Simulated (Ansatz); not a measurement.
# CdF2: the band gap up the ladder of functionals

An exercise on one series of results from a longer session: the logs are not shown, and one member is left open.

The runs shown are made with Ansatz 0.2.0. PAW datasets, plane waves. Computed at 0 K without zero-point motion; spin polarisation is off.

## The cell

The cell was relaxed beforehand with r2SCAN+rVV10.

It is cubic, Fm-3m (No. 225); conventional cell a = 5.365 Å, 12.87 Å³ an atom. Near Cd stand 8 F at 2.32 Å; near F stand 4 Cd at 2.32 Å.

As a file:

```cif
data_structure
_symmetry_space_group_name_H-M 'Fm-3m'
_symmetry_Int_Tables_number 225
_cell_length_a 5.3652
_cell_length_b 5.3652
_cell_length_c 5.3652
_cell_angle_alpha 90.000
_cell_angle_beta 90.000
_cell_angle_gamma 90.000
_cell_volume 154.44
loop_
_atom_site_label
_atom_site_type_symbol
_atom_site_symmetry_multiplicity
_atom_site_Wyckoff_symbol
_atom_site_fract_x
_atom_site_fract_y
_atom_site_fract_z
_atom_site_occupancy
Cd1 Cd 4 a 0.00000 0.00000 0.00000 1
F1 F 8 c 0.25000 0.75000 0.75000 1
```

Set-up of the first run:

Contents of input.yaml:

```yaml
crystal:
  lattice:
    - [0.0, 2.6825811146, 2.6825811146]
    - [2.6825811146, 0.0, 2.6825811146]
    - [2.6825811146, 2.6825811146, 0.0]
  atoms:
    - { symbol: Cd, position: [0.0, 0.0, 0.0] }
    - { symbol: F, position: [0.25, 0.25, 0.25] }
    - { symbol: F, position: [0.75, 0.75, 0.75] }
kpoints:
  mp_grid: { grid: [8, 8, 8] }
  band_path:
    path:
      - [[0.0, 0.0, 0.0], [0.5, 0.0, 0.5], [0.625, 0.25, 0.625]]
      - [[0.375, 0.375, 0.75], [0.0, 0.0, 0.0], [0.5, 0.5, 0.5], [0.5, 0.25, 0.75], [0.5, 0.0, 0.5]]
    npoints: 10
hamiltonian:
  xc: pbe
scf:
  occupations: { method: fermi_dirac, width: 0.02 }
  n_extra_bands: 4
output:
  forces: true
  stress: true
  eigenvalues: true
```

Launch:

```sh
$ ansatz run input.yaml --threads 2 --pin off --max-ram 2211MiB --backend cpu --events-out ev --progress --plain --runs-dir out
```

Steps of the session up to this table: PBE bands along the symmetry lines; r2SCAN at the same geometry; HSE06; PBE+SOC at the same geometry; Single point with PBE0; Single point with LDA; Single point with DDH-PBE0; HSE06+SOC; r2SCANh at the same geometry; Hartree-Fock.

One of the session's tables, all rows but one given; the rest of the session is left out.

```
       level  gap (eV)
         PBE      3.15
      r2SCAN      3.84
       HSE06      5.26
     PBE+SOC         ?
        PBE0      6.01
         LDA      2.86
    DDH-PBE0      7.22
   HSE06+SOC      5.25
     r2SCANh      4.88
Hartree-Fock     15.37
```

**Question.** Estimate the row for PBE+SOC.

As computed: gap (eV): 3.14. In the column «gap (eV)» it lies between LDA (2.86) and PBE (3.15).

Meshes: PBE 8×8×8, r2SCAN 8×8×8, HSE06 6×6×6, PBE+SOC 8×8×8, PBE0 6×6×6, LDA 8×8×8, DDH-PBE0 6×6×6, HSE06+SOC 4×4×4, r2SCANh 6×6×6, Hartree-Fock 6×6×6

The gap runs from 2.86 eV (LDA) to 15.37 eV (Hartree-Fock). Against HSE06, PBE is short by 2.11 eV, at 60 % of it, and r2SCAN 73 %. PBE0 lies 0.75 eV above HSE06, which differs from it by screening the long-range exchange.

Caveats from the session: Warnings in the runs' records: stress scf threshold loose, stress exchange threshold loose.
